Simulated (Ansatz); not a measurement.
## HfC (Fm-3m), a film clamped to a substrate

All numbers below come from Ansatz 0.2.0, DFT PBE, scalar-relativistic, plane waves, PAW. The runs took a 420 eV cutoff, a Γ-centred 18×18×18 mesh and Gaussian smearing (0.15 eV). Spin–orbit coupling is left out, which matters for the heavy elements here. No spin polarisation. Energies are free energies at this smearing, counted from the undisturbed cell; pressure is positive in compression.

Zero of the scan (as given, not relaxed at this level; it stands at 0.2 GPa):

```
CELL_PARAMETERS angstrom
0.00000 2.32500 2.32500
2.32500 0.00000 2.32500
2.32500 2.32500 0.00000
ATOMIC_POSITIONS crystal
Hf 0.50000 0.50000 0.50000
C 0.00000 0.00000 0.00000
```

The cell (2 atoms, V0 = 25.14 Å³) is strained by p along both x and y and by q along z, fractional coordinates fixed. τp = (1/V0) ∂E/∂p = (σxx + σyy)(1 + p)(1 + q) and τq = (1/V0) ∂E/∂q = σzz(1 + p)², with tension positive.

| p | q | ΔE (meV/atom) | τp (GPa) | τq (GPa) |
| --- | --- | --- | --- | --- |
| 0.000 | 0.000 | 0.00 | -0.43 | -0.21 |
| -0.015 | 0.000 | 11.69 | -19.91 | -3.26 |
| 0.015 | 0.000 | 9.63 | 16.37 | 2.81 |
| 0.000 | -0.015 | 4.93 | -3.50 | -8.37 |
| 0.000 | 0.015 | 3.94 | 2.57 | 6.72 |

**Question.** Get the second derivatives of the energy density.

**Answer.** Central differences give A = ∂τp/∂p = 1209 GPa (C11 + C22 + 2 C12), C = ∂τq/∂q = 503 GPa (C33) and the cross term B = ∂τq/∂p = 202 GPa (C13 + C23); ∂τp/∂q = 203 GPa must equal B, and any difference shows higher-order terms. The ions are clamped. In a cubic crystal C11 = C = 503, C12 = B/2 = 101 GPa and A should be 2(C11 + C12) = 1209 GPa; the bulk modulus is (C11 + 2 C12)/3 = 235 GPa.

**Question.** A film of this crystal grows with z along the normal on a substrate that imposes p. How does its thickness respond, and what does the misfit cost?

**Answer.** Count p and q from the stress-free cell. A free surface needs τq = 0, so q = −(B/C) p = -0.40 p. The energy density left is (A − B²/C) p²/2 = M p², with the biaxial modulus M = 564 GPa; a misfit of 1 % costs 4.42 meV/atom, against 4.74 meV/atom if the thickness were held.

At p = -0.030 the energies along q are 83.0 (q = -0.030), 60.2 (q = -0.015), 48.0 (q = 0.000), 44.9 (q = 0.015), 49.4 (q = 0.030) meV/atom.

**Question.** Does the linear rule hold at this misfit?

**Answer.** A parabola through the lowest point and its neighbours has its minimum at q = 0.014, 44.8 meV/atom. With the stress left in the starting cell, τp0 and τq0, linear elasticity gives q = −(τq0 + Bp)/C = 0.012 and E = V0(τp0 p + τq0 q + Ap²/2 + Bpq + Cq²/2)/N = 40.6 meV/atom. The energies differ by more than a tenth, so the quadratic law fails here: the gap holds the anharmonic part, with some error from the wide steps. Cubic terms also shift the vertex of so wide a parabola.

In a metal these slopes depend on the k mesh and the smearing.